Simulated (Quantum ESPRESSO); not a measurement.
Al2Pt:

```
Pt Al
1.0
     0.00000    2.95500    2.95500
     2.95500    0.00000    2.95500
     2.95500    2.95500    0.00000
Pt Al
1 2
Cartesian
  0.0000 0.0000 0.0000
  4.4325 4.4325 4.4325
  1.4775 1.4775 1.4775
```

| Property | Result |
| --- | --- |
| Program | Quantum ESPRESSO 7.5 |
| Task | phonons |
| Functional | PBEsol |
| Potentials or basis | GBRV 1.5 PBEsol |
| Cutoff | 612 eV |
| Density cutoff | 4898 eV |
| k mesh | 8 × 8 × 8 |
| Occupations | cold, width 0.2 eV |
| Spin | no spin polarisation |
| Mixing beta | 0.5 |
| Most SCF iterations | 120 |
| SCF threshold | 6e-10 Ry |

The cell and the atoms were relaxed first, to 17.05 Å³/atom (a = 4.166 Å, b = 4.166 Å, c = 4.166 Å, α = 60.00°, β = 60.00°, γ = 60.00°), and the response was taken there.

**Question.** Where do the zone-centre optical modes lie?

**Answer.** T1u at 239 cm⁻¹ (IR); T2g at 287 cm⁻¹ (Raman).

Optical modes at Γ, degenerate ones joined:
```csv
cm⁻¹,components,symmetry,active in
239,3,T1u,IR
287,3,T2g,Raman
```
